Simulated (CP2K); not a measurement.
The system is NaI.

```xyz
2
Lattice="4.5770 0.0000 0.0000 2.2885 3.9638 0.0000 2.2885 1.3213 3.7371" Properties=species:S:1:pos:R:3 pbc="T T T"
I     4.5770    2.6425    1.8685
Na    0.0000    0.0000    0.0000
```

Base run:

- Program: CP2K 2026.2
- Functional: PBEsol
- Potentials or basis: POTENTIAL_UZH I GTH-PBE-q7, Na GTH-PBE-q9; TZVP-MOLOPT-PBE-GTH basis
- Density cutoff: 19048 eV
- k mesh: 7 × 7 × 7
- Occupations: fermi-dirac, width 0.05 eV
- Spin: no spin polarisation

Its results: band gap on the k mesh 3.44 eV, direct; pressure -0.1 GPa.

Task: The run is repeated on the same cell with these changes: functional from PBEsol to PW91. What comes out?

Result: Band gap on the k mesh 3.64 eV, direct; pressure 0.7 GPa.

PW91 binds less tightly than PBEsol, so the same cell stands under more pressure.

Caveats: the potentials were made for another functional, which shifts forces and pressure; spin-orbit coupling is left out, which moves the levels of the heavy elements; the basis of atomic orbitals isn't converged, which shifts pressures, moduli and gaps.
